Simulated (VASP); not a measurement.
# ZnS: transport in the constant relaxation-time approximation, 8 variants

ZnS, P6_3mc (no. 186), 4 atoms in the cell.

| Functional | Variation | Electron mobility at 300 K (cm^2/(V s)) | Hole mobility at 300 K (cm^2/(V s)) | Electron density for that mobility (10^18 cm^-3) | Hole density for that mobility (10^18 cm^-3) | Seebeck coefficient under electron doping at 300 K (uV/K) | Time (s) |
|---|---|---|---|---|---|---|---|
| PBE | as recommended | 142 | 16 | 1.00 | 1.00 | -249 | 97 |
| PBEsol | as recommended | 148 | 16 | 1.00 | 1.00 | -242 | 63 |
| LDA | as recommended | 152 | 15 | 1.00 | 1.00 | -239 | 121 |
| r2SCAN | as recommended | 131 | 16 | 1.00 | 1.00 | -260 | 247 |
| PBE | scan of the chemical potential | 144 | – | 0.32 | – | -336 | 86 |
| PBE | range of temperatures, another relaxation time | 71 | 8 | 1.00 | 1.00 | -249 | 78 |
| PBE | linear energy grid | 142 | 16 | 1.00 | 1.00 | -249 | 56 |
| PBE | carriers typed another way | 142 | 16 | 1.00 | 1.00 | -249 | 92 |

Limits: Conductivity, mobility and heat conductivity scale with the typed relaxation time, here the same at all temperatures, so the change of scattering with temperature is missing; the values aren't converged in the dense mesh: a finer one can change them by tens of percent; row 7: on the linear energy grid this version miscounts the few carriers of a semiconductor, so its mobilities here are the conductivity over the typed density.

## Input of the first row

INCAR:
```
PREC = Accurate
ENCUT = 360
EDIFF = 1E-8
LREAL = F
LASPH = T
LWAVE = F
LCHARG = F
ALGO = Normal
NELM = 100
ISMEAR = 0
SIGMA = 0.01
EFERMI = MIDGAP
GGA = PE
ELPH_MODE = TRANSPORT
ELPH_SCATTERING_APPROX = CRTA
TRANSPORT_RELAXATION_TIME = 1E-14
ELPH_ISMEAR = -24
ELPH_SELFEN_TEMPS = 150 300 450 600
ELPH_SELFEN_CARRIER_DEN = -1e20 -1e19 -1e18 -1e17 1e17 1e18 1e19 1e20
TRANSPORT_NEDOS = 2001
ELPH_FERMI_NEDOS = 2001
KPAR = 4
```

KPOINTS:
```
k-points
0
Gamma
  6 6 3
```

KPOINTS_ELPH:
```
Automatic mesh
0
Gamma
  24 24 13
  0 0 0
```

POSCAR:
```
ZnS
1.0
    3.8110000000      0.0000000000      0.0000000000
   -1.9055000000      3.3004228138      0.0000000000
    0.0000000000      0.0000000000      6.2340000000
Zn S
2 2
Direct
    0.6666666667      0.3333333333      0.5000000000
    0.3333333333      0.6666666667      0.0000000000
    0.6666666667      0.3333333333      0.8850000000
    0.3333333333      0.6666666667      0.3850000000
```

Commands:
```
cat potpaw_PBE.64/Zn/POTCAR potpaw_PBE.64/S/POTCAR > POTCAR
mpirun -np 4 vasp_std > vasp.out
```

Changes of the last row against the first:
```
- ELPH_SELFEN_CARRIER_DEN = -1e20 -1e19 -1e18 -1e17 1e17 1e18 1e19 1e20
+ ELPH_SELFEN_CARRIER_DEN_RANGE = -1e21 -1e17 5 1e17 1e21 5
```

VASP 6.6.1 took 97 s on 4 cores (Intel Xeon Platinum 8488C (Sapphire Rapids)), a shared host.
